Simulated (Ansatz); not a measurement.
System: SnTe (rock salt type), 2 atoms in the cell.

```
Sn Te
1.0
     0.00000    3.20500    3.20500
     3.20500    0.00000    3.20500
     3.20500    3.20500    0.00000
Sn Te
1 1
Direct
  0.00000 0.00000 0.00000
  0.50000 0.50000 0.50000
```

Computed with Ansatz 0.2.0 development build, PBE with spin–orbit coupling, all-electron LAPW, point nucleus.

k-mesh 6×6×6 Γ-centred; Fermi–Dirac smearing of 0.02 eV.

How large is the gap on this mesh, is it direct, and where do the band edges lie (fractions of the reciprocal vectors of this cell)?

0.11 eV, direct at (0.000, 0.000, -0.500).

List the levels near the gap at (0.000, 0.000, 0.000), (0.000, 0.000, 0.333), (0.000, 0.000, -0.500), (0.000, 0.167, 0.167), (0.000, 0.167, -0.333), in eV from the top of the valence band (v1 is the highest filled band, c1 the lowest empty one).


```tsv
k	v4	v3	v2	v1	c1	c2	c3
(0.000, 0.000, 0.000)	-1.68	-1.68	-1.68	-1.68	2.74	2.74	3.58
(0.000, 0.000, 0.333)	-1.49	-1.49	-0.53	-0.53	0.72	0.72	1.20
(0.000, 0.000, -0.500)	-1.36	-1.36	0.00	0.00	0.11	0.11	0.45
(0.000, 0.167, 0.167)	-2.16	-2.16	-0.68	-0.68	0.98	0.98	3.21
(0.000, 0.167, -0.333)	-1.80	-1.80	-0.78	-0.78	0.73	0.73	1.08
```

A gap read on the mesh is an upper bound of this method's gap, since the mesh can miss a band edge. Semilocal functionals give gaps that mostly lie well below measured ones.
